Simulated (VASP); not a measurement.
# GaAs (F-43m) in VASP: a series of runs, part 2 of 2

VASP 6.6.1. The steps go on from the part before.

## 4. Band structure, PBE

INCAR

```
SYSTEM = GaAs
PREC = Accurate
ENCUT = 520
EDIFF = 1E-7
ISMEAR = -1
SIGMA = 0.05
LREAL = .False.
LASPH = .True.
NELM = 60
ALGO = Fast
ISIF = 2
LWAVE = .False.
LCHARG = .False.
GGA = PE
NBANDS = 16
```

KPOINTS

```
regular mesh
0
Gamma
  8 8 8
  0 0 0
```

POSCAR

```
GaAs
1.0
    0.0000000000      2.8268500000      2.8268500000
    2.8268500000      0.0000000000      2.8268500000
    2.8268500000      2.8268500000      0.0000000000
As Ga
1 1
Direct
    0.7500000000      0.7500000000      0.7500000000
    0.0000000000      0.0000000000      0.0000000000
```

KPOINTS_OPT

```
path GXWKGLUWLK,UX
10
line-mode
reciprocal
 0.0000000000  0.0000000000  0.0000000000  G
 0.5000000000  0.0000000000  0.5000000000  X

 0.5000000000  0.0000000000  0.5000000000  X
 0.5000000000  0.2500000000  0.7500000000  W

 0.5000000000  0.2500000000  0.7500000000  W
 0.3750000000  0.3750000000  0.7500000000  K

 0.3750000000  0.3750000000  0.7500000000  K
 0.0000000000  0.0000000000  0.0000000000  G

 0.0000000000  0.0000000000  0.0000000000  G
 0.5000000000  0.5000000000  0.5000000000  L

 0.5000000000  0.5000000000  0.5000000000  L
 0.6250000000  0.2500000000  0.6250000000  U

 0.6250000000  0.2500000000  0.6250000000  U
 0.5000000000  0.2500000000  0.7500000000  W

 0.5000000000  0.2500000000  0.7500000000  W
 0.5000000000  0.5000000000  0.5000000000  L

 0.5000000000  0.5000000000  0.5000000000  L
 0.3750000000  0.3750000000  0.7500000000  K

 0.6250000000  0.2500000000  0.6250000000  U
 0.5000000000  0.0000000000  0.5000000000  X
```

Potentials or basis: VASP PAW PBE potentials, release 64 (As, Ga_d).

Launch:

```sh
cat potpaw_PBE.64/As/POTCAR potpaw_PBE.64/Ga_d/POTCAR > POTCAR
mpirun -np 1 vasp_std > vasp.out
```

Wall time 46 s (1 thread of Intel Xeon Platinum 8488C (Sapphire Rapids), shared host); peak memory 0.19 GiB.

Results (log left out):

```
Free energy             : -8.2471 eV
Pressure                : 3.5 GPa
Band gap on the k mesh  : 0.52 eV, direct
Band gap along the path : 0.52 eV, direct
```

Levels at the corners of the path, in eV from the valence-band top:
```
point  band 6  band 7  band 8  band 9  band 10  band 11  band 12  band 13
    Γ  -12.73    0.00    0.00    0.00     0.52     3.73     3.73     3.73
    X  -10.22   -6.82   -2.68   -2.68     1.46     1.65    10.17    10.17
    X  -10.22   -6.82   -2.68   -2.68     1.46     1.65    10.17    10.17
    W  -10.16   -6.63   -3.54   -3.34     4.62     4.72     5.41     6.03
    W  -10.16   -6.63   -3.54   -3.34     4.62     4.72     5.41     6.03
    K  -10.26   -6.63   -3.86   -2.26     1.96     4.63     7.95     8.05
    K  -10.26   -6.63   -3.86   -2.26     1.96     4.63     7.95     8.05
    Γ  -12.73    0.00    0.00    0.00     0.52     3.73     3.73     3.73
    Γ  -12.73    0.00    0.00    0.00     0.52     3.73     3.73     3.73
    L  -10.96   -6.64   -1.14   -1.14     1.00     4.63     4.63     7.75
    L  -10.96   -6.64   -1.14   -1.14     1.00     4.63     4.63     7.75
    U  -10.26   -6.63   -3.86   -2.26     1.96     4.63     7.95     8.05
    U  -10.26   -6.63   -3.86   -2.26     1.96     4.63     7.95     8.05
    W  -10.16   -6.63   -3.54   -3.34     4.62     4.72     5.41     6.03
    W  -10.16   -6.63   -3.54   -3.34     4.62     4.72     5.41     6.03
    L  -10.96   -6.64   -1.14   -1.14     1.00     4.63     4.63     7.75
    L  -10.96   -6.64   -1.14   -1.14     1.00     4.63     4.63     7.75
    K  -10.26   -6.63   -3.86   -2.26     1.96     4.63     7.95     8.05
    U  -10.26   -6.63   -3.86   -2.26     1.96     4.63     7.95     8.05
    X  -10.22   -6.82   -2.68   -2.68     1.46     1.65    10.17    10.17
```

## 5. Band structure, PBE, spin-orbit coupling, no magnetisation

INCAR

```
SYSTEM = GaAs
ALGO     = Normal         ! electronic algorithm
EDIFF    = 1E-7           ! SCF threshold, eV
ENCUT    = 520            ! plane-wave cutoff, eV
GGA      = PE             ! functional
GGA_COMPAT= .FALSE.      
ISIF     = 2              ! what is computed and relaxed
ISMEAR   = -1             ! smearing method
LASPH    = .TRUE.         ! aspherical terms in the spheres
LCHARG   = .FALSE.        ! write CHGCAR
LNONCOLLINEAR= .TRUE.         ! non-collinear magnetism
LORBIT   = 11             ! projections on sites
LREAL    = .FALSE.        ! projectors in reciprocal space
LSORBIT  = .TRUE.         ! spin-orbit coupling
LWAVE    = .FALSE.        ! write WAVECAR
MAGMOM   = 0 0 0 0 0 0    ! initial moments
NBANDS   = 30             ! bands
NELM     = 80             ! most SCF steps
PREC     = Accurate       ! precision mode
SIGMA    = 0.05           ! smearing width, eV
```

KPOINTS

```
k-points
0
G
  6 6 6
  0 0 0
```

POSCAR is that of step 4.

KPOINTS_OPT, as its differences from that of step 4:

```diff
@@ -1,3 +1,3 @@
 path GXWKGLUWLK,UX
-10
+15
 line-mode
```

Launch:

```sh
cat potpaw_PBE.64/As/POTCAR potpaw_PBE.64/Ga_d/POTCAR > POTCAR
mpirun -np 1 vasp_ncl > vasp.out
```

It took 3.9 min on 1 thread of Intel Xeon Platinum 8488C (Sapphire Rapids), shared host; peak memory 0.3 GiB.

The run converged. Its results:

| Property | Result |
| --- | --- |
| Free energy | -8.2448 eV |
| Pressure | 3.4 GPa |
| Valence electrons inside the program's atomic spheres | As 2.84; Ga 11.68 |

## 6. The reference run

An earlier run on the cell as given: functional PBEsol; potentials or basis VASP PAW PBE potentials, release 64 (As, Ga_d); cutoff 520 eV; k mesh 8 × 8 × 8; occupations fermi-dirac, width 0.05 eV; no spin polarisation.

- Pressure: 0.3 GPa
- Band gap on the k mesh: 0.46 eV, direct

## 7. Summary

| task | level | spin | k mesh | ladder | gap on the mesh (eV) | pressure (GPa) |
| --- | --- | --- | --- | --- | --- | --- |
| band structure | PBE | off | 8 × 8 × 8 | - | 0.52 | 3.5 |
| band structure | PBE | SOC, no magnetisation | 6 × 6 × 6 | - | - | 3.4 |
| single point | PBEsol | off | 8 × 8 × 8 | free | 0.46 | 0.3 |

Alike in all rows: potentials or basis VASP PAW PBE potentials, release 64 (As, Ga_d); cell as given; cutoff (eV) 520; smearing fermi-dirac 0.05 eV.

The pressure there spans 0.3 GPa (PBEsol) to 3.5 GPa (PBE); a positive pressure means that this level wants a larger cell, a negative one a smaller.

Caveats: the PAW data sets were made with another functional, which shifts forces and pressure a little (some runs).

Absolute energies hang on the potentials; compare differences alone.

## 8. Comparison with measurements

Step 4. Measured gap of GaAs: 1.418 eV (direct; 300 K; “Evidence of valence band perturbations in GaAsN/GaAs(001): A combined variable-angle spectroscopic ellipsometry and modulated photoreflectance investigation”, 2008, arxiv:0805.2212). This calculation gives 0.52 eV (-0.90 eV). 3 values of this kind are on record (1.412 to 1.51 eV); this one was drawn at random among those near their median, those with a stated uncertainty first. Spin-orbit coupling on As, Ga is left out. The value is that of PBE, without temperature or zero-point motion. Semilocal functionals fall short of measured gaps as a rule.
